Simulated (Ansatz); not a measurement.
Hf:

```
Hf
1.0
    -1.80500    1.80500    1.80500
     1.80500   -1.80500    1.80500
     1.80500    1.80500   -1.80500
Hf
1
Direct
  0.00000 0.00000 0.00000
```

This isn't the form of Hf at room conditions, which is hcp.

| Item | Value |
| --- | --- |
| Program | Ansatz 0.2.0 |
| Task | relaxation of cell and atoms |
| Functional | RPBE |
| Potentials or basis | Ansatz PAW |
| Cutoff | 420 eV (not typed: the program's choice for these potentials) |
| k mesh | 10 × 10 × 10 |
| Occupations | fermi-dirac, width 0.05 eV |
| Spin | no spin polarisation |

At the start: volume 23.52 Å³/atom.

Problem. How do energy, volume and symmetry change on relaxing?

Solution. It ends after 5 steps and the volume is 22.97 Å³/atom (-2.4 %); space group Im-3m (No. 229, to 0.05 Å).

The path:
| step | energy change (eV) | largest force (eV/Å) | volume (Å³) |
| --- | --- | --- | --- |
| 1 | 0.0000 | 0.0000 | 23.52 |
| 2 | -0.0008 | 0.0000 | 22.47 |
| 3 | -0.0040 | 0.0000 | 22.98 |
| 4 | -0.0040 | 0.0000 | 22.97 |
| 5 | -0.0039 | 0.0000 | 22.97 |

Final structure:
```
Hf
1.0
    -1.79071    1.79071    1.79071
     1.79071   -1.79071    1.79071
     1.79071    1.79071   -1.79071
Hf
1
Direct
  0.00000 0.00000 0.00000
```

Caveat: the plane-wave basis is chosen anew once the cell has moved, so the energies of steps on either side of that aren't comparable; the PAW data sets come from PBE, with cores solved anew for the run's functional, which leaves a small shift of forces and pressure.
